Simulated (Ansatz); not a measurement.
# Ge: the cost of one run

Method: DFT PBE, scalar-relativistic, plane waves, PAW, in Ansatz 0.2.0.

2 further runs of the same task are left out: 2 set aside as unsound or not needed.

### Step 1. Starting point

It takes space group Fd-3m (No. 227, cubic). Conventional cell: a = 5.761 Å, b = 5.761 Å, c = 5.761 Å, α = 90.00°, β = 90.00°, γ = 90.00°. Around Ge (site symmetry -43m) lie 4 Ge at 2.49 Å.

Coordinates:

```cif
data_structure
_symmetry_space_group_name_H-M 'Fd-3m:1'
_symmetry_Int_Tables_number 227
_cell_length_a 5.7611
_cell_length_b 5.7611
_cell_length_c 5.7611
_cell_angle_alpha 90.000
_cell_angle_beta 90.000
_cell_angle_gamma 90.000
_cell_volume 191.21
loop_
_atom_site_label
_atom_site_type_symbol
_atom_site_symmetry_multiplicity
_atom_site_Wyckoff_symbol
_atom_site_fract_x
_atom_site_fract_y
_atom_site_fract_z
_atom_site_occupancy
Ge1 Ge 8 a 0.50000 0.00000 0.50000 1
```

It is the result of an earlier relaxation at this level (volume 23.90 Å³/atom; gap on the mesh: none (metal)).

### Step 2. The film's bulk: HfO2

Relaxed beforehand at this level: -5620.4700 eV/atom, gap on the mesh 3.75 eV.

```xyz
3
Lattice="0.0000 2.5488 2.5488 2.5488 0.0000 2.5488 2.5488 2.5488 0.0000" Properties=species:S:1:pos:R:3 pbc="T T T"
Hf    0.0000    0.0000    0.0000
O     1.2744    1.2744    1.2744
O     3.8232    3.8232    3.8232
```

### Step 3. Bulk reference on the slab's mesh

The input, input.yaml:

```yaml
crystal:
  lattice:
    - [7.0558403537, 0.0, 0.0]
    - [-3.5279201769, 6.1105369914, 0.0]
    - [-2.3519467846, 0.0, 3.3261550407]
  atoms:
    - { symbol: Ge, position: [0.8333333333, 0.6666666667, 0.5] }
    - { symbol: Ge, position: [0.5, 0.0, 0.5] }
    - { symbol: Ge, position: [0.1666666667, 0.3333333333, 0.5] }
    - { symbol: Ge, position: [0.0833333333, 0.6666666667, 0.25] }
    - { symbol: Ge, position: [0.75, 0.0, 0.25] }
    - { symbol: Ge, position: [0.4166666667, 0.3333333333, 0.25] }
basis:
  ecutwfc: 420
kpoints:
  mp_grid: { grid: [6, 6, 10] }
hamiltonian:
  xc: pbe
scf:
  occupations: { method: gaussian, width: 0.1 }
output:
  forces: true
  stress: true
  eigenvalues: true
```

On the command line:

```bash
ansatz run input.yaml --threads 8 --pin off --max-ram 20480MiB --backend cpu --events-out ev --progress --plain --runs-dir out
```

What time and memory should one allow on 8 threads of Intel Xeon 6975P-C (Granite Rapids), shared host?

About 2.9 s, with a peak of 1 GiB.
